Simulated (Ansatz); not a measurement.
**AlGa3N4: further runs on the relaxed cell**

One table from this session's results is given with a row withheld; the runs are named, their logs left out.

Computed with Ansatz 0.2.0 (DFT PBEsol, scalar-relativistic, plane waves, PAW, unless a step's input says otherwise).

1 further run of the same task is left out (set aside as unsound or not needed). Runs told in other sessions of the task aren't counted.

### The structure to begin with

It takes space group P-43m (No. 215, cubic). Conventional cell: a = 4.468 Å, b = 4.468 Å, c = 4.468 Å, α = 90.00°, β = 90.00°, γ = 90.00°. Al (site symmetry -43m) has 4 N at 1.90 Å in its first shell of neighbours. Ga (site symmetry -42m) has 4 N at 1.95 Å in its first shell of neighbours. Around N (site symmetry 3m) lie 1 Al at 1.90 Å and 3 Ga at 1.95 Å.

Structure file:

```
CELL_PARAMETERS angstrom
4.46763 0.00000 0.00000
0.00000 4.46763 0.00000
0.00000 0.00000 4.46763
ATOMIC_POSITIONS crystal
Al 0.00000 0.00000 0.00000
Ga 0.50000 0.50000 0.00000
Ga 0.50000 0.00000 0.50000
Ga 0.00000 0.50000 0.50000
N 0.75503 0.75503 0.24497
N 0.75503 0.24497 0.75503
N 0.24497 0.75503 0.75503
N 0.24497 0.24497 0.24497
```

It goes back to an entry of the Materials Project, which need not be the stable form.

It is the result of an earlier relaxation at this level (volume 11.15 Å³/atom; gap on the mesh: 2.29 eV).

The first run:

input.yaml

```yaml
crystal:
  lattice:
    - [4.4224972741, 0.0, 0.0]
    - [0.0, 4.4224972741, 0.0]
    - [0.0, 0.0, 4.4224972741]
  atoms:
    - { symbol: Al, position: [0.0, 0.0, 0.0] }
    - { symbol: Ga, position: [0.5, 0.5, 0.0] }
    - { symbol: Ga, position: [0.5, 0.0, 0.5] }
    - { symbol: Ga, position: [0.0, 0.5, 0.5] }
    - { symbol: "N", position: [0.755030922, 0.755030922, 0.244969078] }
    - { symbol: "N", position: [0.755030922, 0.244969078, 0.755030922] }
    - { symbol: "N", position: [0.244969078, 0.755030922, 0.755030922] }
    - { symbol: "N", position: [0.244969078, 0.244969078, 0.244969078] }
basis:
  ecutwfc: 420
kpoints:
  mp_grid: { grid: [6, 6, 6] }
hamiltonian:
  xc: pbesol
scf:
  occupations: { method: gaussian, width: 0.02 }
output:
  forces: true
  stress: true
  eigenvalues: true
relax:
  adjacent_minimum: "off"
  f_tol: 0.01
  max_steps: 30
```

Started as:

```console
$ ansatz run input.yaml --threads 2 --pin off --max-ram 5120MiB --backend cpu --events-out ev --progress --plain --runs-dir out
```

Among the steps run: Point at V/V0 = 0.97; Point at V/V0 = 1.03; Point at V/V0 = 0.94; The cell scaled to 1.06 of its volume; The cell scaled to 0.91 of its volume; Point at V/V0 = 1.10; The cell scaled to 0.88 of its volume.

One table of the session follows, with a row left open; its other results are not shown here.

It belongs to the step «Energy against volume». 

```
volume (Å³/atom)  energy above the lowest point (meV/atom)  pressure (GPa)  gap on the mesh (eV)
           9.809                                     119.7           32.04                  3.19
          10.143                                      63.6           22.04                  2.95
          10.478                                         ?               ?                     ?
          10.812                                       6.3            6.22                  2.50
          11.147                                       0.0           -0.01                  2.29
          11.481                                       5.7           -5.32                  2.09
          11.815                                      21.7           -9.87                  1.89
          12.261                                      56.4          -14.89                  1.65
```

**Question.** Estimate the row for volume (Å³/atom) = 10.478.

Worked estimate for «energy above the lowest point (meV/atom)». A straight line through the neighbours (10.143, 63.6) and (10.812, 6.3) gives 63.6 + (6.3 − 63.6) × (10.478 − 10.143) / (10.812 − 10.143) = 34.9; a parabola fitted to 4 rows on both sides gives 26.6.

As computed: energy above the lowest point (meV/atom): 26.7; pressure (GPa): 13.50; gap on the mesh (eV): 2.72. In «energy above the lowest point (meV/atom)» the line misses by +8.2 and the parabola by -0.1.

To keep in mind: Warnings in the runs' records: stress scf threshold loose.
